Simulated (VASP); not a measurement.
Write the native input for VASP 6.6.1 that does the following.

| Property | Result |
| --- | --- |
| Task | single point |
| Functional | PBE |
| Potentials or basis | VASP PAW PBE potentials, release 64 (Ni, O) |
| Cutoff | 520 eV |
| k mesh | 11 × 11 × 11 |
| Occupations | gaussian, width 0.02 eV |
| Spin | collinear spin, ferromagnetic start |
| Starting moments | [1.0, 0.0] μB |
| Further INCAR settings | ALGO = Normal; EDIFF = 1e-07 |

The structure of NiO lies in POSCAR:

```
NiO
1.0
    0.0000000000      2.0859016414      2.0859016414
    2.0859016414      0.0000000000      2.0859016414
    2.0859016414      2.0859016414      0.0000000000
Ni O
1 1
Direct
    0.0000000000      0.0000000000      0.0000000000
    0.5000000000      0.5000000000      0.5000000000
```

These files were run (other wordings do the same):

INCAR

```
SYSTEM = NiO
  PREC = Accurate
  ENCUT = 520
  EDIFF = 1E-7
  ISMEAR = 0
  SIGMA = 0.02
  LREAL = .FALSE.
  LASPH = .TRUE.
  NELM = 120
  ALGO = Normal
  ISIF = 2
  LWAVE = .FALSE.
  LCHARG = .FALSE.
  ISPIN = 2
  MAGMOM = 1 0
  LORBIT = 11
  LMAXMIX = 4
  GGA = PE
```

KPOINTS

```
Automatic mesh
0
G
  11 11 11
  0 0 0
```

Potentials or basis: VASP PAW PBE potentials, release 64 (Ni, O).

Command:

```bash
$ cat potpaw_PBE.64/Ni/POTCAR potpaw_PBE.64/O/POTCAR > POTCAR
$ mpirun -np 1 vasp_std > vasp.out
```

Results of the run:

The pressure is 6.1 GPa. The band gap on the k mesh is none (metal or under the smearing width). The net moment is 1.77 μB per cell and the site moments are Ni +1.46; O +0.27 μB. The valence electrons inside the program's atomic spheres are Ni 8.99; O 4.98.

Caveat: a cell with one magnetic atom can't hold antiferromagnetic order, which such compounds often take; semilocal functionals often make such compounds metallic where correlation or magnetic order opens a gap, which also shifts bond lengths.

Run time: 14 s on 1 thread of Intel(R) Xeon(R) 6975P-C (Granite Rapids), with other jobs on the host, peak memory 0.15 GiB.
